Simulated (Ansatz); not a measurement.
## TiO2 under changes of volume

One of the cells (12.226 Å³/atom); the others are scaled copies at fixed shape and fractional positions:

```
Ti O
1.0
     6.15358   -1.88347    0.00000
     6.15358    1.88347    0.00000
    -1.92833    0.00000    6.32897
Ti O
4 8
Direct
  0.90007 0.90007 0.28960
  0.19529 0.19529 0.28376
  0.09993 0.09993 0.71040
  0.80471 0.80471 0.71624
  0.36193 0.36193 0.29340
  0.26349 0.26349 0.65250
  0.86719 0.86719 0.99529
  0.73651 0.73651 0.34750
  0.94165 0.94165 0.63002
  0.13281 0.13281 0.00471
  0.63807 0.63807 0.70660
  0.05835 0.05835 0.36998
```

The cell comes from a database or a generator and needn't be the stable form of this composition.

* Program: Ansatz 0.2.0
* Functional: BPBE
* Potentials or basis: Ansatz PAW
* Cutoff: 420 eV (not typed: the program's choice for these potentials)
* k mesh: 8 × 8 × 4
* Occupations: fermi-dirac, width 0.05 eV
* Spin: no spin polarisation

| volume (Å³/atom) | energy over the lowest point (meV/atom) | pressure (GPa) | gap on the mesh (eV) | largest force (eV/Å) |
| --- | --- | --- | --- | --- |
| 11.492 | 22.70 | 12.0 | 2.96 | 0.276 |
| 11.737 | 8.20 | 7.1 | 2.89 | 0.143 |
| 11.981 | ? | ? | ? | ? |
| 12.226 | 0.00 | -1.4 | 2.75 | 0.177 |
| 12.470 | 4.88 | -5.0 | 2.68 | 0.307 |
| 12.715 | 15.03 | -8.2 | 2.61 | 0.429 |
| 12.959 | 29.84 | -11.1 | 2.55 | 0.544 |

Q: What does the run at 11.981 Å³/atom give?

A: Energy over the lowest point 0.88 meV/atom; pressure 2.6 GPa; gap on the mesh 2.82 eV; largest force 0.050 eV/Å.

Worked out: A Birch-Murnaghan fit of order 3 (a polynomial in V^(-2/3)) to the other rows has its minimum at 12.14 Å³/atom with B0 = V·E''(V) = 195 GPa and B' = 4.2 at fixed shape and positions, which overstates the stiffness. It gives 0.89 meV/atom at 11.981 Å³/atom, against the run's 0.88, and -dE/dV = 2.6 GPa, against 2.6. A straight line through the other rows of the gap, of slope -3.44 eV per unit of ln V, gives 2.82 eV, against the run's 2.82.

Energies are extrapolated to zero smearing.

Caveats: the PAW data sets come from PBE, with cores solved anew for the run's functional, which leaves a small shift of forces and pressure.

A mesh can miss the band edges.
